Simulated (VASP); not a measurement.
Input:

```
AlSb
1.0
    0.00000     3.08421     3.08421
    3.08421     0.00000     3.08421
    3.08421     3.08421     0.00000
Al Sb
1 1
Cartesian
  0.00000   0.00000   0.00000
  1.54210   1.54210   1.54210
```

Calculation: PBEsol GGA, VASP's PBE PAW potentials (set 64) (plane waves; VASP 6.6.1). Settings: 400 eV cut-off, 8×8×8 Γ-centred mesh, tetrahedra with Blöchl corrections, potentials Al Sb.

Unless said otherwise, spin-orbit coupling is left out, though it shifts the bands of the heavy elements here.

### Question
Estimate the energy per atom (σ→0), band gap (on the k-mesh) with the smallest direct gap where there is one.

### Answer

The band gap (on the k-mesh) is 1.14 eV. The smallest direct gap (on the k-mesh) is 1.45 eV and the energy per atom (σ→0) is -4.433 eV/atom.

The absolute energy has meaning only against runs of the same code, potentials and settings.

The compound is AlSb in the zinc blende structure. It was relaxed first.
